Question

The table gives energy levels of magnesium sulfide at seven wave vectors, called points here. The crystal has the rock-salt structure, with its atoms shifted at random by about 0.05 Å. Levels under 1 to 4 are the four highest occupied levels, counted downwards; level over 1 is the lowest empty one. Energies are measured from the top of the occupied levels. Point 1 is the zone centre, where the wave has the same phase in every cell.

Kohn-Sham levels of rock-salt MgS (two-atom cell, atoms shifted at random by about 0.05 Å) from JDFTx 1.7.0 (patched build), with PBE and no spin polarisation or spin-orbit coupling. The calculation used PseudoDojo SR PBE 0.5 standard potentials, a 1142.88 eV wave cutoff, a 9×9×9 k mesh and Fermi-Dirac smearing of 0.05 eV. Energies are counted from the valence top.

```
point a (reciprocal cell vector)  point b (reciprocal cell vector)  point c (reciprocal cell vector)  level point (row)  level under 4 (eV)  level under 3 (eV)  level under 2 (eV)  level under 1 (eV)  level over 1 (eV)
                          0.0000                            0.0000                            0.0000                  1             -12.665              -0.014              -0.001               0.000              3.711
                          0.0000                            0.3333                            0.0000                  2             -11.763              -3.835              -0.460              -0.456              4.782
                          0.0000                            0.4444                            0.2222                  3             -11.361              -3.892              -1.762              -1.133              4.644
                          0.1111                            0.2222                           -0.1111                  4             -11.943              -2.745              -1.204              -0.525              5.885
                          0.2222                           -0.4444                           -0.2222                  5             -10.982              -3.534              -2.963              -2.103              5.187
                          0.3333                            0.0000                           -0.4444                  6             -11.030              -3.862              -2.773              -1.390              3.862
                          0.4444                            0.0000                            0.4444                  7             -11.058              -4.085              -1.644              -1.637              2.917
```

(a) Compare how level under 4 and the mean of levels under 1 to 3 move away from point 1, and explain the difference.
(b) Explain how the upper three occupied levels group at the different points, and test whether a simple model of coupled p orbitals reproduces the table at point 2.
(c) Where does the lowest empty level lie lowest, can the idea used in (a) account for it, and what does it mean for the absorption of light?

Model answer

(a) The four levels belong mainly to sulfur. The calculation treats sixteen electrons per cell, which fill eight bands; four of these are the deeper 2s and 2p bands of magnesium. The other four come from the sulfur 3s orbital, which gives level under 4, and from the three sulfur 3p orbitals. At every other point the 3s level lies higher than at point 1, and the mean of the 3p levels lies lower.

A row of identical atoms with one orbital each shows why. When neighbouring s orbitals have the same phase, they overlap with equal signs and bond, so the energy is lowest. When p orbitals pointing along the row have the same phase, the positive lobe of one faces the negative lobe of the next. That is antibonding, and the energy is highest. The row gives the signs correctly, but having only one direction it cannot tell how three p orbitals separate.

In the crystal each sulfur ion has twelve sulfur neighbours. A wave that advances by a phase φ from one ion to a neighbour multiplies their coupling by cos φ. The average cosine F over the twelve neighbours is 1 at point 1 and smaller everywhere else. As F falls, the 3s level loses bonding and rises, while the 3p mean loses antibonding and sinks:

E(3s) ≈ −11.42 − 1.29 F (in eV)
mean E(3p) ≈ −2.10 + 2.03 F (in eV)

(b) At point 1 all three directions are equivalent, and the 3p levels coincide to within 0.014 eV. A wave travelling in one direction breaks this equivalence. If it runs along a threefold or fourfold axis of the cubic crystal, it singles out the p orbital that points along it and leaves the two transverse ones equivalent. This is the case at point 2, on a cube diagonal, and at point 7, on a cube edge: each has one low level and a close pair above it. The waves at points 3 to 6 follow no such axis, so three separate levels appear.

The size of the separation follows from how p orbitals couple. For two parallel p orbitals on neighbouring ions,

coupling = Vπ + W cos²θ,

where θ is the angle between the orbital axis and the line joining the ions. Vπ is the coupling side by side, and W is the extra coupling gained when the orbitals point at each other.

At point 2, six of the twelve neighbours lie in the plane across the wave and have cos φ = 1. The other six lie in front of or behind that plane and have cos φ = −½. The average cosine is therefore

F = [6 × 1 + 6 × (−½)] / 12 = 0.25.

For the orbital along the wave, cos²θ is 0 for the first six neighbours and ⅔ for the others. For a transverse orbital it averages ½ and ⅙. With Ep as the energy of an uncoupled p orbital, adding the twelve contributions gives

E(along) = Ep + 6Vπ − 3(Vπ + ⅔W) = Ep + 3Vπ − 2W
E(across) = Ep + 6(Vπ + ½W) − 3(Vπ + ⅙W) = Ep + 3Vπ + 2.5W.

The mean of the one longitudinal and two transverse levels is Ep + 3Vπ + W. The longitudinal level thus lies 3W below the mean, and the transverse pair 1.5W above it. The fitted value of W is 0.695 eV, so that

mean = −2.10 + 2.03 × 0.25 = −1.59 eV
E(along) = −1.59 − 3 × 0.695 = −3.68 eV
E(across) = −1.59 + 1.5 × 0.695 = −0.55 eV.

The table has −3.84 eV for the low level and −0.46 eV for the pair. Point 2 was among the points used in the fit, so the agreement shows that the model is consistent with this row and is not an independent prediction. The same counting of neighbours and phases can be carried out for any other wave vector.

(c) The lowest empty level is lowest at point 7, at 2.917 eV. Point 7 lies close to X, the place where the cube-edge direction meets the zone boundary. Away from X the level climbs through point 6 to point 5. It also climbs from the zone centre, where it is 3.711 eV, to the highest value in the table at point 4, which lies between the two regions. Distance alone does not set the order. Point 3 is as far from X as point 5 but lies lower (4.644 against 5.187 eV), and point 2, on the cube diagonal, is farther from the centre than point 4 but lies lower too (4.782 against 5.885 eV). The empty band therefore has at least two valleys, and the one near X is the deepest; seven scattered points cannot exclude shallower ones, for instance at the end of the cube diagonal.

The average cosine does not account for this. It is almost the same at points 5, 6 and 7, and the 3s level there varies by less than 0.1 eV, as the idea in (a) requires. The lowest empty level varies by 2.27 eV over the same three points. It cannot come from one s orbital per cell coupled only to its twelve like neighbours.

A probable reason is an admixture of d orbitals. In the ideal crystal, symmetry forbids s and d orbitals to mix at the zone centre, whether they sit on the same ion or on neighbouring ions. At X it allows it: there the empty 3s orbital of magnesium can bond with a d-like function on sulfur that points along the wave, and this can push the lower level down. Whether this is what makes the valley so deep is a guess, since the orbital make-up of the empty states was not examined.

For light, the two valleys mean two thresholds. A photon carries almost no momentum on the scale of the crystal, so by itself it lifts an electron straight up at a fixed wave vector. Among the seven points this costs least at point 1, 3.711 eV. Absorption from the top of the occupied levels into the valley near X starts 0.79 eV lower, but it needs a lattice vibration to supply the momentum and is therefore weaker.

Remarks on the reasoning

A good answer to (a) starts from the limit in which all cells are in phase. There the signs of the orbitals settle both trends before any number is needed. An answer that says only that the bands "disperse" has named the effect without explaining it.

It is tempting to explain the fall of the 3p levels by repulsion from the empty 3s orbital of magnesium. That repulsion is zero at the zone centre, but it vanishes again at X, because there the magnesium orbitals on the two sides of a sulfur ion cancel in their effect on its p orbitals. Point 7 should then have a 3p mean close to that of point 1. In the table it lies about 2.5 eV lower, so the coupling between sulfur ions is the better leading explanation.

Straight lines in F were fitted to the 3s level and to the 3p mean at all seven points, and W to the distance between the highest and lowest 3p levels; the printed output below gives the results. The typical miss of a 3p level is 0.17 eV, against a spread of about 4 eV. The worst is 0.40 eV, for the low level at point 7, which the model puts too deep. The fitted couplings are effective ones: they may include paths from sulfur to sulfur through magnesium, which the fit cannot separate from direct overlap.

The tiny splittings at points 1, 2 and 7 deserve care. In a perfect rock-salt crystal these levels would coincide exactly in a calculation of this kind, and the random shifts of the atoms separate them by between about a thousandth and a hundredth of an electronvolt. They must not be read as spin-orbit splitting, which the calculation leaves out.

The thresholds in (c) are differences of Kohn-Sham levels, not optical gaps. The mesh passes close to X but not through it, so a finer mesh could only lower the 2.917 eV gap of this structure. The PBE functional errs the other way and usually makes such gaps clearly too small. What can be carried over with more confidence is the order of the two valleys within this calculation, since 0.79 eV is far more than the splittings that the small shifts of the atoms cause in the occupied levels.

The analysis program printed:

```
fit of level_under_4 on 7 rows: constant -11.42 +/- 0.016, coefficient of F -1.286 +/- 0.036; rms 0.0355, worst 0.1111 0.0614, leave-one-out rms 0.072
fit of pmean on 7 rows: constant -2.097 +/- 0.054, coefficient of F 2.028 +/- 0.12; rms 0.117, worst 0.4444 -0.236, leave-one-out rms 0.176
fit of level_under_1 - level_under_3 on 7 rows: coefficient of dg 0.6951 +/- 0.027; rms 0.224, worst 0.2222 0.379, leave-one-out rms 0.264
Model and geometry (eV; distances in 2 pi/a):
     row  average cosine  3p mean  model top  model middle  model lowest  to centre    to X  vertical gap
     0.0               1   -0.005   -0.06876      -0.06877      -0.06877          0       1         3.711
     0.0          0.2501   -1.584    -0.5473       -0.5473        -3.675     0.5774  0.8165         5.238
     0.0        -0.05964   -2.262     -1.194        -1.569        -3.891      0.737  0.4581         5.777
  0.1111          0.3577   -1.491    -0.5562         -1.06        -2.499     0.4969  0.5984          6.41
  0.2222         -0.3097   -2.867     -1.719        -2.929        -3.528     0.9938  0.4581          7.29
  0.3333         -0.2843   -2.675     -1.494        -2.507         -4.02     0.9428  0.3333         5.252
  0.4444         -0.2931   -2.455     -1.793        -1.793        -4.489     0.8889  0.1111         4.554
Effective S-S coupling of the 3s band, eV: -0.1071
Largest miss of the top 3p level, eV: 0.3841
Largest miss of the middle 3p level, eV: 0.2655
Largest miss of the lowest 3p level, eV: 0.4043
Rms miss over all 21 3p levels, eV: 0.1749
Correlation of 3p mean with average cosine: 0.9917
Correlation of 3p mean with sum of sin squared (Mg 3s rival): -0.2333
Rise of the 3s level from lowest to highest point, eV: 1.683
Range of the 3s level over points 5 to 7, eV: 0.076
Range of the lowest empty level over points 5 to 7, eV: 2.27
Lowest empty level at point 1 above that at point 7, eV: 0.794
```
